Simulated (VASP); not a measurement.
# HfB (Fm-3m) in VASP: settings compared, part 2 of 2

VASP 6.6.1. The steps go on from the part before.

**4. Relaxation of cell and atoms, RPBE**

The input, INCAR:

```
ALGO = Normal ; EDIFF = 1E-7
EDIFFG = -0.005 ; ENCUT = 600
GGA = RP ; IBRION = 2
ISIF = 3 ; ISMEAR = -1
LASPH = T ; LCHARG = F
LREAL = F ; LWAVE = F
NELM = 80 ; NSW = 40
PREC = Accurate ; SIGMA = 0.05
```

The input, KPOINTS:

```
k-points
0
Gamma
  10 10 10
```

The input, POSCAR:

```
HfB
1.0
    0.0000000000      2.3100000000      2.3100000000
    2.3100000000      0.0000000000      2.3100000000
    2.3100000000      2.3100000000      0.0000000000
Hf B
1 1
Direct
    0.5000000000      0.5000000000      0.5000000000
    0.0000000000      0.0000000000      0.0000000000
```

Potentials or basis: VASP PAW PBE potentials, release 64 (Hf_pv, B).

Started as:

```console
> cat potpaw_PBE.64/Hf_pv/POTCAR potpaw_PBE.64/B/POTCAR > POTCAR
> mpirun -np 1 vasp_std > vasp.out
```

OUTCAR:

```text
EDIFF = 1E-7
   EDIFFG = -0.005
   ENCUT = 600
   GGA = RP
   IBRION = 2
   ISIF = 3
   ISMEAR = -1
   LASPH = T
   LREAL = F
   NELM = 80
   NSW = 40
   PREC = Accurate

 ion  position               nearest neighbor table
   1  0.500  0.500  0.500-   2 2.31   2 2.31   2 2.31   2 2.31   2 2.31   2 2.31
   2  0.000  0.000  0.000-   1 2.31   1 2.31   1 2.31   1 2.31   1 2.31   1 2.31

  LATTYP: Found a face centered cubic cell.
 ALAT       =     4.6200000000

  Lattice vectors:

 A1 = (   0.0000000000,   2.3100000000,   2.3100000000)
 A2 = (   2.3100000000,   0.0000000000,   2.3100000000)
 A3 = (   2.3100000000,   2.3100000000,   0.0000000000)

Analysis of symmetry for initial positions (statically):
=====================================================================
 Subroutine PRICEL returns:
 Original cell was already a primitive cell.

 Routine SETGRP: Setting up the symmetry group for a
 face centered cubic supercell.

 Subroutine GETGRP returns: Found 48 space group operations
 (whereof 48 operations were pure point group operations)
 out of a pool of 48 trial point group operations.

The static configuration has the point symmetry O_h .

Analysis of symmetry for dynamics (positions and initial velocities):
=====================================================================
 Subroutine PRICEL returns:
 Original cell was already a primitive cell.

 Routine SETGRP: Setting up the symmetry group for a
[... 339 lines left out ...]

 Free energy of the ion-electron system (eV)
  ---------------------------------------------------
  ext. energy  EPLUGINS =         0.00000000
  ---------------------------------------------------
  free energy    TOTEN  =       -16.73290256 eV

  energy without entropy =      -16.71820160  energy(sigma->0) =      -16.72555208

 E-fermi :   4.2593     XC(G=0): -11.5236

 val. band max:        4.2430584926   @ k =  -0.2000   0.1000   0.0000
 cond. band min:       4.2848527531   @ k =   0.3000   0.3000   0.0000
 fundamental gap:      0.0417942605
 Fermi energy:         4.2593308156

 k-point     1 :       0.0000    0.0000    0.0000
  band No.  band energies     occupation
      1     -24.8888      2.00000
      2     -24.8888      2.00000
      3     -24.8888      2.00000
      4      -4.8097      2.00000
      5       6.3232      0.00000
      6       6.3232      0.00000
      7       6.3232      0.00000
      8       7.8052      0.00000
      9       7.8052      0.00000
     10       7.8052      0.00000
[... 287 lines left out ...]
 k-point    24 :       0.4000    0.3000    0.0000
  band No.  band energies     occupation
      1     -25.1876      2.00000
      2     -25.0117      2.00000
      3     -24.9995      2.00000
      4      -2.1799      2.00000
      5       2.1642      2.00000
      6       3.7198      1.99996
      7       5.3763      0.00000
      8       6.1017      0.00000
      9       9.6516      0.00000
     10      11.0035      0.00000

 [... further k-points ...]

------------------------ aborting loop because EDIFF is reached ----------------------------------------

  FORCE on cell =-STRESS in cart. coord.  units (eV):
  Direction    XX          YY          ZZ          XY          YZ          ZX
  --------------------------------------------------------------------------------------
  -------------------------------------------------------------------------------------
  Total       -0.0016964     -0.0016964     -0.0016964      0.0000000      0.0000000     -0.0000000
  in kB       -0.0943351     -0.0943351     -0.0943351      0.0000000      0.0000000     -0.0000000
  external PRESSURE =      -0.0943351 kB  Pullay stress =       0.0000000 kB
[... 17 lines left out ...]
  FREE ENERGIE OF THE ION-ELECTRON SYSTEM (eV)
  ---------------------------------------------------
  free  energy   TOTEN  =       -16.7329025616 eV

  energy  without entropy=      -16.7182016020  energy(sigma->0) =      -16.72555208

 reached required accuracy - stopping structural energy minimisation
```

OSZICAR:

```text
N       E                     dE             d eps       ncg     rms          rms(c)
DAV:   1     0.180386673799E+02    0.18039E+02   -0.82772E+03   940   0.137E+03
DAV:   2    -0.169514777077E+02   -0.34990E+02   -0.33599E+02  1194   0.208E+02
DAV:   3    -0.179110789385E+02   -0.95960E+00   -0.94078E+00  1232   0.248E+01
DAV:   4    -0.179178503554E+02   -0.67714E-02   -0.67438E-02  1152   0.193E+00
[... 127 lines left out ...]
       N       E                     dE             d eps       ncg     rms          rms(c)
DAV:   1    -0.167329260359E+02   -0.33018E-04   -0.66667E-04   942   0.256E-01    0.583E-02
DAV:   2    -0.167329077020E+02    0.18334E-04   -0.29185E-05   940   0.549E-02    0.302E-02
DAV:   3    -0.167329025291E+02    0.51729E-05   -0.17030E-05  1010   0.368E-02    0.264E-02
DAV:   4    -0.167329025616E+02   -0.32489E-07   -0.18557E-07   908   0.518E-03
  19 F= -.16732903E+02 E0= -.16725552E+02  d E =-.472741E-04
```

CONTCAR:

```text
HfB
   1.00000000000000
     0.0000000000000000    2.4332136180241939    2.4332136180241939
     2.4332136180241939    0.0000000000000000    2.4332136180241939
     2.4332136180241939    2.4332136180241939   -0.0000000000000000
  Hf              B
     1     1
Direct
     0.5000000000000000    0.5000000000000000    0.5000000000000000
     0.0000000000000000    0.0000000000000000    0.0000000000000000

  0.00000000E+00  0.00000000E+00  0.00000000E+00
  0.00000000E+00  0.00000000E+00  0.00000000E+00
```

Wall time 89 s (1 thread of Intel Xeon Platinum 8488C (Sapphire Rapids), shared host); peak memory 0.17 GiB.

What came out:

- Free energy: -16.7329 eV
- Relaxed volume: 14.41 Å³/atom
- Relaxed cell: a = 3.441 Å, b = 3.441 Å, c = 3.441 Å, α = 60.00°, β = 60.00°, γ = 60.00°
- Space group after relaxing (to 0.05 Å): Fm-3m (No. 225)
- Energy gained by relaxing: 196.1 meV/atom
- Ionic steps: 19
- Pressure after relaxing: 0.0 GPa
- Band gap on the k mesh: none (metal or under the smearing width)

The path:
```
step  energy change (eV)  largest force (eV/Å)  pressure (GPa)  volume (Å³)
   1              0.0000                0.0000           34.33        24.65
   2              0.1478                0.0000          -22.49        35.33
   3             -0.3917                0.0000           -1.06        29.00
   4             -0.3923                0.0000           -0.17        28.84
   5             -0.3922                0.0000            0.33        28.75
   6             -0.3922                0.0000            0.34        28.75
   7             -0.3923                0.0000            0.30        28.76
   8             -0.3923                0.0000            0.30        28.76
   9             -0.3923                0.0000            0.30        28.76
  10             -0.3923                0.0000            0.30        28.76
  11             -0.3923                0.0000            0.30        28.76
  12             -0.3923                0.0000            0.30        28.76
  13             -0.3923                0.0000            0.30        28.76
  14             -0.3923                0.0000            0.28        28.76
  15             -0.3923                0.0000            0.25        28.77
  16             -0.3923                0.0000            0.20        28.78
  17             -0.3923                0.0000            0.09        28.80
  18             -0.3923                0.0000           -0.13        28.83
  19             -0.3923                0.0000           -0.01        28.81
```

Final structure:
```
Hf B
1.0
     0.00000    2.43321    2.43321
     2.43321    0.00000    2.43321
     2.43321    2.43321    0.00000
Hf B
1 1
Direct
  0.50000 0.50000 0.50000
  0.00000 0.00000 0.00000
```

Caveat: the volume moved by over 15 % at a fixed basis, so the end points are rough; the PAW data sets were made with another functional, which shifts forces and pressure a little.

**5. Relaxation of cell and atoms, revPBE**

Edit INCAR of step 4 so:

```diff
@@ -2,3 +2,3 @@
 EDIFFG = -0.005 ; ENCUT = 600
-GGA = RP ; IBRION = 2
+GGA = RE ; IBRION = 2
 ISIF = 3 ; ISMEAR = -1
```

KPOINTS is that of step 4.

POSCAR is that of step 4.

Started as:

```console
> cat potpaw_PBE.64/Hf_pv/POTCAR potpaw_PBE.64/B/POTCAR > POTCAR
> mpirun -np 1 vasp_std > vasp.out
```

Wall time 99 s (1 thread of Intel Xeon Platinum 8488C (Sapphire Rapids), shared host); peak memory 0.17 GiB.

Results (log left out):

- Free energy: -16.8844 eV
- Relaxed volume: 14.33 Å³/atom
- Relaxed cell: a = 3.435 Å, b = 3.435 Å, c = 3.435 Å, α = 60.00°, β = 60.00°, γ = 60.00°
- Space group after relaxing (to 0.05 Å): Fm-3m (No. 225)
- Energy gained by relaxing: 184.6 meV/atom
- Ionic steps: 19
- Pressure after relaxing: 0.0 GPa
- Band gap on the k mesh: none (metal or under the smearing width)

The path:
```
step  energy change (eV)  largest force (eV/Å)  pressure (GPa)  volume (Å³)
   1              0.0000                0.0000           33.32        24.65
   2              0.1494                0.0000          -22.40        34.98
   3             -0.3685                0.0000           -1.03        28.85
   4             -0.3691                0.0000           -0.16        28.70
   5             -0.3691                0.0000            0.33        28.61
   6             -0.3691                0.0000            0.34        28.61
   7             -0.3691                0.0000            0.30        28.62
   8             -0.3691                0.0000            0.30        28.62
   9             -0.3691                0.0000            0.30        28.62
  10             -0.3691                0.0000            0.30        28.62
  11             -0.3691                0.0000            0.30        28.62
  12             -0.3691                0.0000            0.30        28.62
  13             -0.3691                0.0000            0.30        28.62
  14             -0.3691                0.0000            0.27        28.62
  15             -0.3691                0.0000            0.25        28.63
  16             -0.3691                0.0000            0.19        28.64
  17             -0.3691                0.0000            0.08        28.66
  18             -0.3691                0.0000           -0.15        28.69
  19             -0.3691                0.0000           -0.01        28.67
```

Final structure:
```xyz
2
Lattice="0.0000 2.4292 2.4292 2.4292 0.0000 2.4292 2.4292 2.4292 0.0000" Properties=species:S:1:pos:R:3 pbc="T T T"
Hf    2.4292    2.4292    2.4292
B     0.0000    0.0000    0.0000
```

Levels at points of the mesh, in eV from the Fermi level:
```tsv
k point	band 5	band 6	band 7	band 8	band 9	band 10
(0.00, 0.00, 0.00)	2.06	2.06	2.06	3.56	3.56	3.56
(0.50, 0.00, 0.00)	-4.54	-1.10	-1.10	5.60	5.60	6.41
(0.50, 0.50, 0.00)	-1.28	-0.72	1.92	1.92	5.32	6.70
```

Caveat: the volume moved by over 15 % at a fixed basis, so the end points are rough; the PAW data sets were made with another functional, which shifts forces and pressure a little. Spin-orbit coupling is left out, which matters for the levels of Hf.

**6. For comparison**

An earlier run on the cell as given: functional PBE; potentials or basis VASP PAW PBE potentials, release 64 (Hf_pv, B); cutoff 520 eV; k mesh 10 × 10 × 10; occupations fermi-dirac, width 0.05 eV; no spin polarisation.

* Pressure: 30.5 GPa
* Band gap on the k mesh: none (metal or under the smearing width)

**7. The runs side by side**

| task | level | cell | cutoff (eV) | gap on the mesh (eV) | pressure (GPa) | relaxed volume (Å³/atom) |
| --- | --- | --- | --- | --- | --- | --- |
| relaxation of cell and atoms | PBE | relaxed | 600 | none | 0.0 | 14.13 |
| relaxation of cell and atoms | PBEsol | relaxed | 600 | none | 0.0 | 13.75 |
| relaxation of cell and atoms | RPBE | relaxed | 600 | none | 0.0 | 14.41 |
| relaxation of cell and atoms | revPBE | relaxed | 600 | none | 0.0 | 14.33 |
| single point | PBE | as given | 520 | none | 30.5 | - |

Alike in all rows: potentials or basis VASP PAW PBE potentials, release 64 (Hf_pv, B); no spin polarisation; k mesh 10 × 10 × 10; smearing fermi-dirac 0.05 eV.

Caveats: the PAW data sets were made with another functional, which shifts forces and pressure a little (some runs); the volume moved by over 15 % at a fixed basis, so the end points are rough (some runs); a pressure of tens of GPa on the cell as given is suspect, and the run, the potentials or the cell itself is likely at fault (some runs).

Total energies depend on the potentials used, so only differences within one code and one set of settings carry meaning.
